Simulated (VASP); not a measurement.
Here is a VASP 6.6.1 calculation.

The input INCAR:

```
SYSTEM = K
PREC = Accurate
ENCUT = 480
EDIFF = 1E-7
ISMEAR = 0
SIGMA = 0.1
LREAL = .False.
LASPH = .True.
NELM = 100
ALGO = Normal
ISIF = 3
LWAVE = .False.
LCHARG = .False.
GGA = PS
IBRION = 2
NSW = 90
EDIFFG = -0.005
```

KPOINTS

```
Automatic mesh
0
Gamma
  12 12 12
  0 0 0
```

Contents of POSCAR:

```
K
1.0
   -2.6180000000      2.6180000000      2.6180000000
    2.6180000000     -2.6180000000      2.6180000000
    2.6180000000      2.6180000000     -2.6180000000
K
1
Direct
    0.0000000000      0.0000000000      0.0000000000
```

Potentials or basis: VASP PAW PBE potentials, release 64 (K_sv).

Run with:

```bash
$ cat potpaw_PBE.64/K_sv/POTCAR > POTCAR
$ mpirun -np 1 vasp_std > vasp.out
```

Q: Predict the band gap on the k mesh.

A: None (metal or under the smearing width).

Q: What does it give for the relaxed cell?

A: a = 4.513 Å, b = 4.513 Å, c = 4.513 Å, α = 109.47°, β = 109.47°, γ = 109.47°.

Q: What does it give for the relaxed volume?

A: 70.76 Å³/atom.

The path:
| step | energy change (eV) | largest force (eV/Å) | pressure (GPa) | volume (Å³) |
| --- | --- | --- | --- | --- |
| 1 | 0.0000 | 0.0000 | -0.05 | 71.77 |
| 2 | -0.0001 | 0.0000 | -0.04 | 71.53 |
| 3 | -0.0002 | 0.0000 | -0.01 | 71.00 |
| 4 | -0.0002 | 0.0000 | 0.00 | 70.76 |

Caveat: the PAW data sets were made with another functional, which shifts forces and pressure a little.
